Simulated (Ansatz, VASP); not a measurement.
KF in VASP and in Ansatz

```
CELL_PARAMETERS angstrom
0.00000 2.65441 2.65441
2.65441 0.00000 2.65441
2.65441 2.65441 0.00000
ATOMIC_POSITIONS crystal
K 0.00000 0.00000 0.00000
F 0.50000 0.50000 0.50000
```

Alike in both runs: task single point; functional PBEsol; k mesh 6 × 6 × 6; occupations fermi-dirac, width 0.071 eV; no spin polarisation.

```csv
,VASP,Ansatz
version,VASP 6.6.1,Ansatz 0.2.0
potentials or method,"VASP PAW PBE potentials, release 64 (K_sv, F)","scalar-relativistic, plane waves, PAW"
plane-wave cutoff (eV),520,558
valence electrons in the cell,16,16
```

VASP gave:

```
gap on the k mesh at the Fermi level (eV) : 6.13
least direct gap on the mesh (eV)         : 6.13
pressure (GPa)                            : 0.0
```

Q: What did Ansatz give for the same quantities?

A: gap on the k mesh at the Fermi level (eV): 6.14; least direct gap on the mesh (eV): 6.14; pressure (GPa): 0.0.

The functional is the same, so the differences come from potentials, cutoffs and numerics.

Caveats: the PAW data sets were made with another functional, which shifts forces and pressure a little (VASP). Expect the measured gap to be larger: semilocal functionals such as PBEsol lack the derivative discontinuity.
